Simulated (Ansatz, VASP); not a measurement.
**Pd: VASP beside Ansatz**

Contents of INCAR:

```
SYSTEM = Pd
PREC = Accurate ; ENCUT = 520
EDIFF = 1E-7 ; ISMEAR = -1
SIGMA = 0.1 ; LREAL = .FALSE.
LASPH = .TRUE. ; NELM = 100
ALGO = Normal ; ISIF = 2
LWAVE = .FALSE. ; LCHARG = .TRUE.
GGA = PS ; LELF = .TRUE.
LVHAR = .TRUE. ; NBANDS = 11
```

File KPOINTS:

```
Automatic mesh
0
G
  16 16 16
  0 0 0
```

POSCAR

```
Pd
1.0
   -1.5633164927      1.5633164927      1.5633164927
    1.5633164927     -1.5633164927      1.5633164927
    1.5633164927      1.5633164927     -1.5633164927
Pd
1
Direct
    0.0000000000      0.0000000000      0.0000000000
```

Input for Ansatz:

```yaml
crystal:
  lattice:
    - [-1.5633164927, 1.5633164927, 1.5633164927]
    - [1.5633164927, -1.5633164927, 1.5633164927]
    - [1.5633164927, 1.5633164927, -1.5633164927]
  atoms:
    - { symbol: Pd, position: [0.0, 0.0, 0.0] }
hamiltonian:
  xc: pbesol
  pseudopotentials:
    kind: paw
    azcp:
      Pd: "pseudopotentials/Pd.paw.azcp"
basis:
  ecutwfc: 420
  fft_grid_basis: typed
kpoints:
  mp_grid: { grid: [16, 16, 16], shift: [0, 0, 0] }
magnetization:
  spin_polarized: false
scf:
  occupations: { method: fermi_dirac, width: 0.1 }
  lower_state_search: "off"
output:
  stress: true
```

Alike in both runs: task single point; functional PBEsol; k mesh 16 × 16 × 16; occupations fermi-dirac, width 0.1 eV; no spin polarisation.

|  | VASP | Ansatz |
| --- | --- | --- |
| version | VASP 6.6.1 | Ansatz 0.2.0 |
| potentials or method | VASP PAW PBE potentials, release 64 (Pd) | plane waves (420 eV) with PAW, scalar-relativistic |
| plane-wave cutoff (eV) | 520 | 420 |
| valence electrons in the cell | 10 | 18 |

Ansatz gave:

```
pressure (GPa) : -7.0
```

Question: Which values does VASP return?

Answer: Pressure (GPa): -7.3.

The two sets of potentials don't hold the same shells in valence. Ansatz warned: «pseudo_functional_mismatch».

Caveats: the PAW data sets were made with another functional, which shifts forces and pressure a little (VASP).
